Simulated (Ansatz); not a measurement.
# BN: a line through a two-coordinate scan

Aim: follow the energy of BN (P6_3mc, No. 186; 4 atoms in the cell) along one coordinate, strain +e along z and -e/2 along x and y, with the other held at amplitude of mode 4 (472 cm⁻¹) = −0.125 Å.

Method: DFT PBE, scalar-relativistic, plane waves, PAW, in Ansatz 0.2.0.

11 further runs of the same task are left out: 11 set aside as unsound or not needed.

**1. The starting structure**

The structure is hexagonal, space group P6_3mc (No. 186). The conventional cell has a = 2.555 Å, b = 2.555 Å, c = 4.225 Å, α = 90.00°, β = 90.00°, γ = 120.00°. B (site symmetry 3m) is surrounded by 4 N at 1.57 to 1.58 Å. N (site symmetry 3m) has 4 B at 1.57 to 1.58 Å as nearest neighbours.

As a file:

```cif
data_structure
_symmetry_space_group_name_H-M 'P 1'
_symmetry_Int_Tables_number 1
_cell_length_a 2.5546
_cell_length_b 2.5546
_cell_length_c 4.2245
_cell_angle_alpha 90.000
_cell_angle_beta 90.000
_cell_angle_gamma 120.000
_cell_volume 23.88
loop_
_atom_site_label
_atom_site_type_symbol
_atom_site_fract_x
_atom_site_fract_y
_atom_site_fract_z
_atom_site_occupancy
B1 B 0.66667 0.33333 0.99981 1
B2 B 0.33333 0.66667 0.49981 1
N1 N 0.66667 0.33333 0.62519 1
N2 N 0.33333 0.66667 0.12519 1
```

It goes back to an entry of the Materials Project, which need not be the stable form.

This cell was relaxed beforehand with the same method: volume 5.97 Å³/atom, gap on the mesh 5.23 eV.

**2. What is varied**

The energy is mapped over a normal mode and a strain (zone-centre modes of the cell shown) (x along [1 0 0], y along [1 2 0], z along [0 0 1] of the conventional cell).

First coordinate, amplitude of mode 4 (472 cm⁻¹), largest displacement in the unstrained cell: 11 values from −0.125 Å. Second coordinate, strain +e along z and -e/2 along x and y: 7 values from −7.00 %.

Nothing else is relaxed (the pattern is fixed in fractional coordinates). Energies count from the relaxed high-symmetry cell. Points are written as (first, second).

The modes come from a phonon run on the reference cell, made beforehand.

Displacement patterns for an amplitude of 1 (Å):

| atom | x1 | y1 | z1 |
| --- | --- | --- | --- |
| B1 | 0.934 | 0.000 | 0.000 |
| B2 | -0.934 | 0.000 | 0.000 |
| N3 | -1.000 | 0.000 | 0.000 |
| N4 | 1.000 | 0.000 | 0.000 |

**3. The run at (−0.125 Å, −7.00 %)**

input.yaml reads:

```yaml
crystal:
  lattice:
    - [2.6440331621, 0.0, 0.0]
    - [-1.3220165811, 2.2897998868, 0.0]
    - [0.0, 0.0, 3.9288309978]
  atoms:
    - { symbol: B, position: [0.6209583734, 0.3333333333, 0.9998064453] }
    - { symbol: B, position: [0.3790416266, 0.6666666667, 0.4998064453] }
    - { symbol: "N", position: [0.7155975961, 0.3333333333, 0.6251935547] }
    - { symbol: "N", position: [0.2844024039, 0.6666666667, 0.1251935547] }
basis:
  ecutwfc: 520.0
kpoints:
  mp_grid: { grid: [12, 12, 6] }
hamiltonian:
  xc: pbe
scf:
  occupations: { method: gaussian, width: 0.05 }
output:
  forces: true
  stress: true
  eigenvalues: true
```

Started as:

```bash
$ ansatz run input.yaml --threads 1 --pin off --max-ram 2048MiB --backend cpu --events-out ev --progress --plain --runs-dir out
```

The session goes on with these runs: the other points of the line.

**Question.** What will these runs give? Wanted: for each run, strain +e along z and -e/2 along x and y; energy; slope; pressure; largest force on an atom.

**Answer**, as computed:

| strain +e along z and -e/2 along x and y (%) | step | energy (eV) | slope (eV per %) | pressure (GPa) | band gap on the k-mesh (eV) | largest force on an atom (eV/Å) |
| --- | --- | --- | --- | --- | --- | --- |
| −7.00 | 3 | 0.87 | −0.17 | 6.1 | 5.21 | 1.535 |
| −4.67 | 4 | 0.55 | −0.11 | 2.2 | 5.14 | 1.492 |
| −2.33 | 5 | 0.37 | −0.05 | 0.1 | 5.05 | 1.480 |
| 0.00 | 6 | 0.30 | 0.00 | −0.4 | 4.96 | 1.459 |
| 2.33 | 7 | 0.34 | 0.04 | 0.5 | 4.85 | 1.428 |
| 4.67 | – | 0.49 | 0.09 | 2.8 | 4.72 | 1.404 |
| 7.00 | 8 | 0.74 | 0.13 | 6.4 | 4.58 | 1.416 |

Energies count from the relaxed high-symmetry cell. Rows without a step come from runs not printed here or follow by symmetry. Slopes come from the forces (and the stress, where the cell changes), not from differences of energies.

What this shows: The lowest point of the line is at 0.00 %, 0.30 eV from the zero. A fit to energies and slopes at the lowest point and its two neighbours puts the minimum at 0.210 %, with a curvature of about 0.02 eV per %². The well is lopsided: two grid steps out, the energy rises by 0.25 eV towards smaller values and 0.19 eV towards larger ones. The highest point computed, at −7.00 %, lies 0.57 eV above the lowest. This is one cut through a surface in two coordinates; the map's lowest point lies off it.

These are semilocal Kohn-Sham gaps, which aren't the measured quantity. Such gaps usually fall short of the measured ones.
